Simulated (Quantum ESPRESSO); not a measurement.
Input of a Quantum ESPRESSO 7.5 run:

Contents of pw.in:

```
&CONTROL
  calculation = 'scf'
  prefix = 'pwscf'
  outdir = './tmp'
  pseudo_dir = './pseudo'
  tprnfor = .true.
  tstress = .true.
  disk_io = 'low'
/
&SYSTEM
  ibrav = 0
  nat = 2
  ntyp = 2
  ecutwfc = 52
  nbnd = 14
  input_dft = 'XC-000I-000I-120L-135L-000I-000I'
  occupations = 'smearing'
  smearing = 'fd'
  degauss = 0.00367493
/
&ELECTRONS
  conv_thr = 4d-10
  electron_maxstep = 120
  mixing_beta = 0.5
/
ATOMIC_SPECIES
Ba   137.3270 Ba.upf
S     32.0600 S.upf
CELL_PARAMETERS bohr
   0.0000000000    6.0353128105    6.0353128105
   6.0353128105    0.0000000000    6.0353128105
   6.0353128105    6.0353128105    0.0000000000
ATOMIC_POSITIONS bohr
Ba     0.0000000000    0.0000000000    0.0000000000
S      6.0353128105    6.0353128105    6.0353128105
K_POINTS automatic
6 6 6 1 1 1
```

The input gamma.in:

```
&CONTROL
  calculation = 'bands'
  prefix = 'pwscf'
  outdir = './tmp'
  pseudo_dir = './pseudo'
  disk_io = 'low'
  verbosity = 'high'
/
&SYSTEM
  ibrav = 0
  nat = 2
  ntyp = 2
  ecutwfc = 52
  nbnd = 14
  input_dft = 'XC-000I-000I-120L-135L-000I-000I'
  occupations = 'smearing'
  smearing = 'fd'
  degauss = 0.00367493
/
&ELECTRONS
  conv_thr = 1d-08
  electron_maxstep = 120
  mixing_beta = 0.5
  diago_full_acc = .true.
  startingwfc = 'random'
/
ATOMIC_SPECIES
Ba   137.3270 Ba.upf
S     32.0600 S.upf
CELL_PARAMETERS bohr
   0.0000000000    6.0353128105    6.0353128105
   6.0353128105    0.0000000000    6.0353128105
   6.0353128105    6.0353128105    0.0000000000
ATOMIC_POSITIONS bohr
Ba     0.0000000000    0.0000000000    0.0000000000
S      6.0353128105    6.0353128105    6.0353128105
K_POINTS crystal
1
0.0 0.0 0.0 1
```

The input scf2.in:

```
&CONTROL
  calculation = 'scf'
  prefix = 'pwscf'
  outdir = './tmp'
  pseudo_dir = './pseudo'
  tprnfor = .true.
  tstress = .true.
  disk_io = 'low'
/
&SYSTEM
  ibrav = 0
  nat = 2
  ntyp = 2
  ecutwfc = 52
  nbnd = 14
  input_dft = 'XC-000I-000I-120L-135L-000I-000I'
  occupations = 'fixed'
/
&ELECTRONS
  conv_thr = 1d-13
  electron_maxstep = 120
  mixing_beta = 0.5
  startingpot = 'file'
/
ATOMIC_SPECIES
Ba   137.3270 Ba.upf
S     32.0600 S.upf
CELL_PARAMETERS bohr
   0.0000000000    6.0353128105    6.0353128105
   6.0353128105    0.0000000000    6.0353128105
   6.0353128105    6.0353128105    0.0000000000
ATOMIC_POSITIONS bohr
Ba     0.0000000000    0.0000000000    0.0000000000
S      6.0353128105    6.0353128105    6.0353128105
K_POINTS automatic
6 6 6 1 1 1
```

File ph.in:

```
dielectric of BaS
&INPUTPH
  prefix = 'pwscf'
  outdir = './tmp'
  tr2_ph = 1d-18
  fildyn = 'dyn'
  niter_ph = 90
  alpha_mix(1) = 0.7
  epsil = .true.
  trans = .false.
  zeu = .true.
/
0.0000000000 0.0000000000 0.0000000000
```

Potentials or basis: PseudoDojo 0.4.1 SR PBE standard.

Command:

```sh
$ OMP_NUM_THREADS=1 pw.x -in pw.in > pw.out
$ OMP_NUM_THREADS=1 pw.x -in gamma.in > gamma.out
$ OMP_NUM_THREADS=1 pw.x -in scf2.in > scf2.out
$ OMP_NUM_THREADS=1 ph.x -in ph.in > ph.out
```

Q: What does it give for the electronic dielectric tensor (diagonal)?

A: 4.91.

Q: Predict the Born charges (mean of the diagonal).

A: Ba +2.63; S -2.63 e.

Q: Predict the pressure.

A: -0.1 GPa.

Born effective charge tensors (e):
atom 1, Ba
```
2.63 0.00 0.00
0.00 2.63 0.00
0.00 0.00 2.63
```
atom 2, S
```
-2.63  0.00  0.00
 0.00 -2.63  0.00
 0.00  0.00 -2.63
```

Caveat: the potentials were made for another functional, which shifts forces and pressure; this release of the barium file is off. The run has no spin-orbit coupling, so splittings on Ba are missing.
